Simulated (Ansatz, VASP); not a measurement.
# Cross-check of PtSe2 (fluorite type (invented)) between VASP and Ansatz

Aim: how closely do two programs agree when they are given the same cell, functional and k mesh? The cell is generated by rule, not measured, and may not be a known phase. The cell is taken from a series of runs on this material, whose earlier steps may have relaxed, scaled, displaced or heated it; both programs get it as it stands.

Main program and level: Ansatz 0.2.0; plane waves, with VASP 6.6.1 beside it; relaxation of cell and atoms at PBE.

## 1. The structure

The structure is cubic, space group Fm-3m (No. 225). The conventional cell has a = 6.293 Å, b = 6.293 Å, c = 6.293 Å, α = 90.00°, β = 90.00°, γ = 90.00°. Nearest to Pt lie 8 Se at 2.72 Å. Se has 4 Pt at 2.72 Å nearest. Farther neighbours and most contacts between anions are not listed.

Coordinates:

```cif
data_structure
_symmetry_space_group_name_H-M 'Fm-3m'
_symmetry_Int_Tables_number 225
_cell_length_a 6.2927
_cell_length_b 6.2927
_cell_length_c 6.2927
_cell_angle_alpha 90.000
_cell_angle_beta 90.000
_cell_angle_gamma 90.000
_cell_volume 249.18
loop_
_atom_site_label
_atom_site_type_symbol
_atom_site_symmetry_multiplicity
_atom_site_Wyckoff_symbol
_atom_site_fract_x
_atom_site_fract_y
_atom_site_fract_z
_atom_site_occupancy
Pt1 Pt 4 a 0.00000 0.00000 0.00000 1
Se1 Se 8 c 0.25000 0.75000 0.75000 1
```

## 2. Ansatz: relaxation of cell and atoms, PBE

Ansatz runs on its default PAW (the set named soft_2) files.

The relaxed volume is the usual yardstick between codes: in a stiff, nearly cubic crystal its relative difference is about their pressure difference at one cell divided by the bulk modulus.

Contents of input.yaml:

```yaml
crystal:
  lattice:
    - [0.0, 3.1463498768, 3.1463498768]
    - [3.1463498768, 0.0, 3.1463498768]
    - [3.1463498768, 3.1463498768, 0.0]
  atoms:
    - { symbol: Pt, position: [0.0, 0.0, 0.0] }
    - { symbol: Se, position: [0.25, 0.25, 0.25] }
    - { symbol: Se, position: [0.75, 0.75, 0.75] }
kpoints:
  mp_grid: { grid: [12, 12, 12] }
hamiltonian:
  xc: pbe
scf:
  occupations: { method: gaussian, width: 0.1 }
output:
  forces: true
  stress: true
  eigenvalues: true
  write_density: true
  write_potential: true
  elf: true
  volumetric_format: npy
relax:
  adjacent_minimum: "off"
  f_tol: 0.005
  max_steps: 80
  cell: { stress_tol: 0.05 }
```

The run is started by

```bash
$ ansatz run input.yaml --threads 2 --pin off --max-ram 5120MiB --backend cpu --events-out ev --progress --plain --runs-dir out
```

Numbers of over 12 decimals in the logs are rounded to 6 here.

Output:

```text
Engine: ansatz 0.2.0, aarch64-unknown-linux-gnu
Pseudopotentials: kind: paw
Pseudopotential: Pt, paw, valence charge 18, recommended cutoff 420 eV (normal), Pt.paw.azcp
Pseudopotential: Se, paw, valence charge 16, recommended cutoff 420 eV (normal), Se.paw.azcp
Functional definition: PBE
  parameter kappa = 0.804
  parameter beta = 0.066725
  exchange = pbe_x(kappa = kappa, mu = beta*pi^2/3)
  correlation = pbe_c(beta = beta)
Crystal: 3 atoms, lattice volume = 62.295 Å³
Basis set: ecut = 420 eV, 1243 PW (Γ), exchange–correlation on 60×60×60 points (8 copies of the dense FFT grid, shifted against one another)
Bands: 30, of which v1, the nominal top of the filled ones, is band 25 counted from 1 (24 counted from 0)
Symmetry: 48 space group operations
Space group: Fm-3m (ITA 225), of the structure as read, at distance tolerance 4.0e-5 Å
k-points: 72 of 1728
Non-local potential: Pt, projectors of the file, l = 0: 3, l = 1: 2, l = 2: 2, l = 3: 1
Non-local potential: Se, projectors of the file, l = 0: 2, l = 1: 2, l = 2: 3, l = 3: 1
PAW form: soft (Blöchl's): semilocal exchange-correlation on the pseudo side does not see the compensation charge
PAW one-centre angular grid: Pt, 590 points (default); XC on 64 Gauss nodes
PAW one-centre angular grid: Se, 590 points (default); XC on 64 Gauss nodes
Initial density: superposition of atomic densities (neutral atoms: chi_scale 0, normalization atom), corrected by the library's trained network
Initial wavefunctions: pseudopotential atomic-orbital guess
Functional: x = pbe(κ = 0.804, μ = 0.219515), c = pbe(β = 0.066725)
SCF iter   1: F=—  HF=-23460.900920 eV  |F-HF|=—  |Δ(HF+E_count)|=         —  Δρ=6.08e-3  dr2=1.69e-2  ethr=1.77e-3  ⟨swp⟩=5.1  Hψ=8036  notcnv=0
preconditioner: auto → LDOS  [metal: Δε(μ)=0.027 eV  Ē_g=9.233 eV  σ=0.100 eV  W_gap=0.15  n_scr=14 (ndim 8)  ℏωp=22.1 eV  f_vac=0.071  D(μ)=3.91/eV (n_scr^D=50)  β→1.0]
SCF iter   2: F=—  HF=-23460.899646 eV  |F-HF|=—  |Δ(HF+E_count)|=   1.27e-3  Δρ=1.57e-3  dr2=2.62e-3  ethr=3.39e-5  ⟨swp⟩=2.0  Hψ=3580  notcnv=0  defer=2
SCF iter   3: F=—  HF=-23460.899472 eV  |F-HF|=—  |Δ(HF+E_count)|=   1.74e-4  Δρ=1.03e-3  dr2=8.78e-4  ethr=5.23e-6  ⟨swp⟩=3.0  Hψ=4259  notcnv=0  defer=2
SCF iter   4: F=—  HF=-23460.899310 eV  |F-HF|=—  |Δ(HF+E_count)|=   1.62e-4  Δρ=3.04e-4  dr2=1.13e-4  ethr=1.76e-6  ⟨swp⟩=2.0  Hψ=3662  notcnv=0  defer=2
SCF iter   5: F=—  HF=-23460.899282 eV  |F-HF|=—  |Δ(HF+E_count)|=   2.81e-5  Δρ=7.85e-5  dr2=3.14e-6  ethr=2.26e-7  ⟨swp⟩=2.0  Hψ=3641  notcnv=0  defer=2
SCF iter   6: F=—  HF=-23460.899287 eV  |F-HF|=—  |Δ(HF+E_count)|=   5.53e-6  Δρ=3.59e-5  dr2=9.48e-7  ethr=6.28e-9  ⟨swp⟩=2.0  Hψ=3643  notcnv=0  defer=2
SCF iter   7: F=-23460.899287 eV  HF=-23460.899287 eV  |F-HF|=5.79e-9  |Δ(HF+E_count)|=   8.02e-8  Δρ=4.99e-6  dr2=1.65e-8  ethr=2.00e-10  ⟨swp⟩=6.5  Hψ=13628  notcnv=0
SCF 1 converged in 7 iterations: F = -23460.899287 eV  dr2 = 1.65e-8
  greatest PAW one-centre occupation: 1.000 electrons in one spin orbital (limit 2), on the Pt atom at site 0 (counted from 0), in its partial waves of l = 0
relax step   1: F+E_penalty+E_count = -23460.89928737 eV  Δ(F+E_penalty+E_count) = +0.000e0 eV  max|allowed force component| = 8.481e-18 eV/Å  Δτ_max = 0.0000 Å  P = -0.097 GPa  Ω = 62.295 Å³  (7 SCF iters, dr2 threshold 1.00e-7 eV, accepted)
[...]
relax step   2: F+E_penalty+E_count = -23460.89930018 eV  Δ(F+E_penalty+E_count) = -1.281e-5 eV  max|allowed force component| = 3.701e-17 eV/Å  Δτ_max = 0.0000 Å  P = +0.118 GPa  Ω = 62.170 Å³  energy of the carried Pulay correction = +2.100e-5 eV  (5 SCF iters, dr2 threshold 2.36e-8 eV, rejected (line search))
[...]
relax step   3: F+E_penalty+E_count = -23460.89931398 eV  Δ(F+E_penalty+E_count) = -2.660e-5 eV  max|allowed force component| = 5.551e-17 eV/Å  Δτ_max = 0.0000 Å  P = -0.000 GPa  Ω = 62.238 Å³  energy of the carried Pulay correction = +9.472e-6 eV  (7 SCF iters, accepted)
[...]
relax step   4: F+E_penalty+E_count = -23460.89930715 eV  Δ(F+E_penalty+E_count) = +6.826e-6 eV  max|allowed force component| = 5.089e-17 eV/Å  Δτ_max = 0.0000 Å  P = -0.000 GPa  Ω = 62.238 Å³  stress off target by 3.59e-5 GPa  SCF on the basis re-selected at this cell (its energy is not comparable with the rows above)  (3 SCF iters)
basis re-selected at this cell: Δ(F+E_penalty+E_count) = +6.826e-6 eV, ΔP = +0.000 GPa vs the last step (what re-selecting the basis moved, of the pressure what is left beyond the Pulay correction that the steps carried, after the strain that the cell walked since its last selection, with what the two solves' SCF thresholds leave and, on support functions, any second-order correction that the steps lacked; it is no m [...]
SCF converged after 3 iterations
Free energy (F): -23460.899307 eV
Harris-Foulkes:  -23460.899307 eV  (|F-HF|=7.28e-12)
Internal energy: -23460.879632 eV  (E = F + TS)
E sigma→0 (E₀):  -23460.889470 eV
Entropy (-TS):   -0.019675 eV (-6.558 meV/atom)
Fermi energy:    13.397136 eV
--- Per-component energies (eV) ---
  E_band       = -967.175233
  E_kinetic    = 870.247127
  E_local      = -6529.300064  (includes V_loc(G=0)·N_el)
  E_nonlocal   = -987.449700
  E_hartree    = 3015.317721
  E_xc         = -468.513857
  E_vxc        = -496.930145  (∫ρ·V_xc dr)
  E_paw        = -13278.483057  (= ΣΔE_a)
  E_vpaw       = 145.623382  (= ΣTr[D̂ρ^β])
  E_aug_tail   = -0.001022  (compensation charges beyond the density's cutoff)
  E_ewald      = -6082.696780
  E_smearing   = -0.019675  (= −TS)
  E_closure    = 0.000000  (closes the sum)
  Σ components = -23460.899307   (vs F -23460.899307, Δ=0.00e0)
--- Forces (eV/Å), atoms counted from 1 ---
  atom   1  Pt    -0.00000000     0.00000000     0.00000000
  atom   2  Se    -0.00000000    -0.00000000    -0.00000000
  atom   3  Se     0.00000000     0.00000000     0.00000000
  max |Σ_I F_I| component: 2.78e-17 eV/Å
--- Stress (GPa, compression-positive) ---
       -0.000036      -0.000000      -0.000000
        0.000000      -0.000036       0.000000
       -0.000000      -0.000000      -0.000036
  P = ⅓ Tr σ = -0.0000 GPa (-0.000 kbar)
--- Band table (eV; the first three rows and the last of 72) ---
  k-point 0: bands = [... 21 lower, 12.0646, 12.0646, 12.0646, 13.4411, 13.4411, 13.4411, 14.8898, 16.6516, ... 1 higher]
  k-point 1: bands = [... 21 lower, 11.4754, 11.9676, 11.9676, 13.2768, 13.4120, 13.4120, 15.2789, 16.8636, ... 1 higher]
  k-point 2: bands = [... 21 lower, 10.3995, 11.6608, 11.6608, 12.8019, 13.3947, 13.3947, 15.8622, 17.4291, ... 1 higher]
  k-point 71: bands = [... 21 lower, 9.7906, 10.4254, 11.8399, 11.8399, 13.4532, 15.0579, 16.1237, 18.4396, ... 1 higher]
--- Relaxed structure (3 steps of the walk, 2 accepted, 1 SCFs on fresh bases) ---
  F+E_penalty+E_count = -23460.89930715 eV   max|allowed force component| = 5.089e-17 eV/Å   (the final SCF, on the basis selected at the relaxed cell)
  cell:  # Å, volume = 62.2383 Å³
    - [0, 3.145400, 3.145400]
    - [3.145400, 0, 3.145400]
    - [3.145400, 3.145400, 0]
  atoms:
    - { symbol: Pt, position: [0, 0, 0] }
    - { symbol: Se, position: [0.25, 0.25, 0.25] }
    - { symbol: Se, position: [0.750000, 0.750000, 0.750000] }
```

## 3. VASP: relaxation of cell and atoms, PBE

The same cell, functional, mesh and smearing now go to VASP, with its own data sets.

Lines of VASP's logs that name or quote its potential files are left out, and so is its time.

Contents of INCAR:

```
SYSTEM = PtSe2
PREC = Accurate
ENCUT = 500
EDIFF = 1E-07
NELM = 120
ISMEAR = 0
SIGMA = 0.1
LREAL = .FALSE.
ALGO = Normal
GGA = PE
NBANDS = 17
LASPH = .TRUE.
LORBIT = 11
LWAVE = .FALSE.
LCHARG = .FALSE.
ISIF = 3
IBRION = 2
NSW = 80
EDIFFG = -0.005
GGA_COMPAT = .FALSE.
NELMIN = 4
```

Contents of POSCAR:

```
PtSe2
1.0
    0.0000000000      3.1463500000      3.1463500000
    3.1463500000      0.0000000000      3.1463500000
    3.1463500000      3.1463500000      0.0000000000
Pt Se
1 2
Direct
    0.0000000000      0.0000000000      0.0000000000
    0.2500000000      0.2500000000      0.2500000000
    0.7500000000      0.7500000000      0.7500000000
```

Contents of KPOINTS:

```
Automatic mesh
0
Gamma
12 12 12
0 0 0
```

PAW data sets: Pt and Se (PBE family, release 64).

The run is started by

```bash
$ mpirun -np 1 vasp_std
```

Output:

```text
[banner, memory and clock lines left out]
running    1 mpi-ranks, on    1 nodes
 distrk:  each k-point on    1 cores,    1 groups
 distr:  one band on    1 cores,    1 groups

 POSCAR found type information on POSCAR PtSe
 POSCAR found :  2 types and       3 ions
 LDA part: xc-table for (Slater+PW92), standard interpolation
 POSCAR, INCAR and KPOINTS ok, starting setup
 FFT: planning ... GRIDC
 FFT: planning ... GRID_SOFT
 FFT: planning ... GRID
 WAVECAR not read
 entering main loop
       N       E                     dE             d eps       ncg     rms          rms(c)
DAV:   1     0.109104152908E+03    0.10910E+03   -0.99031E+03  2472   0.110E+03
DAV:   2    -0.828619763531E+01   -0.11739E+03   -0.11383E+03  3175   0.214E+02
DAV:   3    -0.132651313096E+02   -0.49789E+01   -0.49189E+01  2859   0.444E+01
DAV:   4    -0.133111778630E+02   -0.46047E-01   -0.45780E-01  3081   0.445E+00
DAV:   5    -0.133117072581E+02   -0.52940E-03   -0.52937E-03  2952   0.459E-01    0.112E+01
DAV:   6    -0.131486719990E+02    0.16304E+00   -0.45377E+00  2511   0.165E+01    0.929E+00
DAV:   7    -0.128487288265E+02    0.29994E+00   -0.94645E-01  2522   0.871E+00    0.451E+00
DAV:   8    -0.128449682516E+02    0.37606E-02   -0.97112E-02  2611   0.183E+00    0.927E-01
DAV:   9    -0.128393541205E+02    0.56141E-02   -0.15462E-02  2702   0.103E+00    0.319E-01
DAV:  10    -0.128392777158E+02    0.76405E-04   -0.20885E-03  2649   0.247E-01    0.799E-02
DAV:  11    -0.128392125405E+02    0.65175E-04   -0.47402E-04  2923   0.173E-01    0.256E-02
DAV:  12    -0.128392186338E+02   -0.60933E-05   -0.79298E-05  2558   0.720E-02    0.163E-02
DAV:  13    -0.128392149163E+02    0.37175E-05   -0.14932E-05  2967   0.320E-02    0.141E-03
DAV:  14    -0.128392151718E+02   -0.25550E-06   -0.10125E-06  2902   0.593E-03    0.159E-03
DAV:  15    -0.128392152761E+02   -0.10433E-06   -0.17444E-07  2104   0.326E-03    0.599E-04
DAV:  16    -0.128392152910E+02   -0.14874E-07   -0.19993E-08  1368   0.119E-03
   1 F= -.12839215E+02 E0= -.12829348E+02  d E =-.128392E+02
 curvature:   0.00 expect dE= 0.000E+00 dE for cont linesearch  0.000E+00
 trial: gam= 0.00000 g(F)=  0.157E-49 g(S)=  0.193E-03 ort = 0.000E+00 (trialstep = 0.100E+01)
 search vector abs. value=  0.193E-03
 bond charge predicted
       N       E                     dE             d eps       ncg     rms          rms(c)
DAV:   1    -0.128407662700E+02   -0.15510E-02   -0.27172E-02  2459   0.130E+00    0.268E-01
DAV:   2    -0.128399245275E+02    0.84174E-03   -0.10854E-02  2504   0.850E-01    0.240E-01
DAV:   3    -0.128392734512E+02    0.65108E-03   -0.17920E-03  2532   0.360E-01    0.638E-02
DAV:   4    -0.128392172942E+02    0.56157E-04   -0.34151E-04  2559   0.968E-02    0.207E-02
DAV:   5    -0.128392171309E+02    0.16330E-06   -0.11264E-05  2597   0.261E-02    0.178E-02
DAV:   6    -0.128392182582E+02   -0.11273E-05   -0.21137E-06  2853   0.111E-02    0.974E-04
DAV:   7    -0.128392182747E+02   -0.16474E-07   -0.10572E-07  1881   0.270E-03
   2 F= -.12839218E+02 E0= -.12829395E+02  d E =-.298368E-05
 trial-energy change:   -0.000003  1 .order    0.000003   -0.000193    0.000200
 step:   0.5157(harm=  0.4913)  dis= 0.00000  next Energy=   -12.839266 (dE=-0.506E-04)
 bond charge predicted
       N       E                     dE             d eps       ncg     rms          rms(c)
DAV:   1    -0.128396321314E+02   -0.41387E-03   -0.63508E-03  2457   0.630E-01    0.130E-01
DAV:   2    -0.128394318550E+02    0.20028E-03   -0.24673E-03  2501   0.410E-01    0.116E-01
DAV:   3    -0.128392812436E+02    0.15061E-03   -0.41960E-04  2527   0.173E-01    0.313E-02
DAV:   4    -0.128392656097E+02    0.15634E-04   -0.77590E-05  2563   0.470E-02    0.106E-02
DAV:   5    -0.128392655874E+02    0.22254E-07   -0.21433E-06  2595   0.111E-02    0.852E-03
DAV:   6    -0.128392655196E+02    0.67849E-07   -0.48657E-07  2858   0.545E-03
   3 F= -.12839266E+02 E0= -.12829421E+02  d E =-.502286E-04
 curvature:  -0.25 expect dE=-0.195E-06 dE for cont linesearch -0.195E-06
 trial: gam= 0.00000 g(F)=  0.193E-49 g(S)=  0.797E-06 ort =-0.124E-04 (trialstep = 0.903E+00)
 search vector abs. value=  0.797E-06
 reached required accuracy - stopping structural energy minimisation
```

OUTCAR, selected parts (step 3):

```text
ion  position               nearest neighbor table
   1  0.000  0.000  0.000-   3 2.72   3 2.72   3 2.72   2 2.72   3 2.72   2 2.72   2 2.72   2 2.72

  LATTYP: Found a face centered cubic cell.
 ALAT       =     6.2927000000

 Subroutine GETGRP returns: Found 48 space group operations
 (whereof 48 operations were pure point group operations)

The static configuration has the point symmetry O_h .

 Found     72 irreducible k-points:

   k-points           NKPTS =     72   k-points in BZ     NKDIM =     72   number of bands    NBANDS=     17

   dimension x,y,z NGX =    32 NGY =   32 NGZ =   32
   dimension x,y,z NGXF=    64 NGYF=   64 NGZF=   64

   ENCUT  =  500.0 eV  36.75 Ry    6.06 a.u.   8.11  8.11  8.11*2*pi/ulx,y,z

   NELECT =      22.0000    total number of electrons

 k-points in reciprocal lattice and weights: Automatic mesh
   0.00000000  0.00000000  0.00000000       0.001
   0.08333333  0.00000000  0.00000000       0.005
   0.16666667  0.00000000  0.00000000       0.005
   0.25000000  0.00000000  0.00000000       0.005
   0.33333333  0.00000000  0.00000000       0.005
   0.41666667  0.00000000  0.00000000       0.005
   0.50000000  0.00000000  0.00000000       0.002
   0.08333333  0.08333333  0.00000000       0.003
   0.16666667  0.08333333  0.00000000       0.014
[...]
-0.33333333  0.50000000  0.16666667       0.007
  -0.25000000  0.50000000  0.25000000       0.003

 average (electrostatic) potential at core
       1 -68.2213       2 -53.2177       3 -53.2177

 E-fermi :   6.7634

 k-point     1 :       0.0000    0.0000    0.0000
  band No.  band energies     occupation
    ...
      9       5.4361      2.00000
     10       5.4361      2.00000
     11       6.8048      0.55798
     12       6.8048      0.55798
     13       6.8048      0.55798
     14       8.2566      0.00000
     15      10.0145      0.00000
     16      10.0145      0.00000
     17      10.0145      0.00000

 k-point     2 :       0.0833    0.0000    0.0000
  band No.  band energies     occupation
    ...
      9       5.3385      2.00000
     10       5.3385      2.00000
     11       6.6414      1.91543
     12       6.7760      0.85768
     13       6.7760      0.85768
     14       8.6456      0.00000
     15      10.2262      0.00000
     16      10.2262      0.00000
     17      10.3402      0.00000

 k-point     3 :       0.1667    0.0000    0.0000
  band No.  band energies     occupation
    ...
      9       5.0304      2.00000
     10       5.0304      2.00000
     11       6.1673      2.00000
     12       6.7595      1.04360
     13       6.7595      1.04360
     14       9.2274      0.00000
     15      10.7908      0.00000
     16      10.7908      0.00000
     17      11.2639      0.00000

  Total        0.0040635      0.0040635      0.0040635      0.0000000      0.0000000      0.0000000
  in kB        0.1046761      0.1046761      0.1046761      0.0000000      0.0000000      0.0000000
  external PRESSURE =       0.1046761 kB  Pullay stress =       0.0000000 kB

  energy-cutoff  :      500.00
  volume of cell :       62.20
      direct lattice vectors                 reciprocal lattice vectors
    -0.000000000  3.144700284  3.144700284    -0.158997664  0.158997664  0.158997664
     3.144700284 -0.000000000  3.144700284     0.158997664 -0.158997664  0.158997664
     3.144700284  3.144700284 -0.000000000     0.158997664  0.158997664 -0.158997664

 POSITION                                       TOTAL-FORCE (eV/Angst)
 -----------------------------------------------------------------------------------
      0.00000      0.00000      0.00000        -0.000000      0.000000     -0.000000
      1.57235      1.57235      1.57235         0.000000     -0.000000      0.000000
      4.71705      4.71705      4.71705        -0.000000      0.000000      0.000000
 -----------------------------------------------------------------------------------
    total drift:                                0.000000     -0.000000      0.000000

  FREE ENERGIE OF THE ION-ELECTRON SYSTEM (eV)
  ---------------------------------------------------
  free  energy   TOTEN  =       -12.8392655196 eV

  energy  without entropy=      -12.8195763721  energy(sigma->0) =      -12.82942095

 reached required accuracy - stopping structural energy minimisation

 total charge
# of ion       s       p       d       tot
------------------------------------------
    1        0.548   0.498   8.052   9.097
    2        1.542   2.081   0.061   3.684
    3        1.542   2.081   0.061   3.684
--------------------------------------------------
tot          3.633   4.659   8.173  16.466

[... 3 further parts left out ...]
```

## 4. Differences

Known differences besides the potentials themselves: the data sets hold 50 valence electrons in Ansatz (on its default PAW (the set named soft_2) files) and 22 in VASP; the cutoff is 420 eV in Ansatz and 500 eV in VASP; Ansatz adds a Pulay correction to the stress that steers its cell, VASP none. Total energies have different zeros and are not compared.

Compared:

```
                                         quantity  Ansatz   VASP  difference
                                      volume (Å³)   62.24  62.20     +0.07 %
edge a after relaxation, in the typed setting (Å)   4.448  4.447     +0.02 %
```

## 5. Summary of results

| Item | Value |
| --- | --- |
| difference in volume (relaxation of cell and atoms, PBE) | 0.067 % |

The difference in volume is 0.067 % (relaxation of cell and atoms, PBE), within the 1.2 % picked in this series as the mark of a large difference, as far as the stopping tolerances let one tell. The data sets hold unlike numbers of valence electrons (50 in Ansatz and 22 in VASP), so part of the differences comes from the potentials. Such differences can come from data sets, numerical settings and the points named under the comparisons, not from the functional's error against experiment.

[Lines on the potential files, build, host, timing and source positions are cut from VASP's logs without a mark.]

[Logs are printed without paths, hosts, clocks, repeated set-up lines and the standing remarks that a program may print on its own settings, such as how far it seeks lower states.]

[Hosts, paths, dates, database ids (printed as entryN), source tags and the programs' standing remarks are cut or masked in the printed files.]
